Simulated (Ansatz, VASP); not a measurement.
## Two plane-wave programs on AlN

```xyz
2
Lattice="0.0000 2.1521 2.1849 2.1521 0.0000 2.1849 2.1521 2.1521 0.0000" Properties=species:S:1:pos:R:3 pbc="T T T"
Al    0.0000    0.0000    0.0000
N     3.2282    3.2282    3.2774
```

Change from the starting cell: strain -0.015 along x and y, +0.000 along z, atoms carried along.

Alike in both runs: task single point; functional r2SCAN; k mesh 10 × 10 × 10; occupations gaussian, width 0.05 eV; no spin polarisation.

```csv
,VASP,Ansatz
version,VASP 6.6.1,Ansatz 0.2.0
potentials or method,"VASP PAW PBE potentials, release 64 (Al, N)","scalar-relativistic, plane waves, PAW"
plane-wave cutoff (eV),520,500
valence electrons in the cell,8,8
```

Ansatz gave:

* gap on the k mesh at the Fermi level (eV): 3.92
* least direct gap on the mesh (eV): 5.10
* pressure (GPa): 6.7
* largest component of the traceless stress (GPa): 1.52

Task: What did VASP give for the same quantities?

Result: gap on the k mesh at the Fermi level (eV): 3.91; least direct gap on the mesh (eV): 5.14; pressure (GPa): 6.3; largest component of the traceless stress (GPa): 1.52.

The functional is the same, so the differences come from potentials, cutoffs and numerics.

Caveats: the PAW data sets were made with another functional, which shifts forces and pressure a little (VASP). A k mesh can miss the band edges.
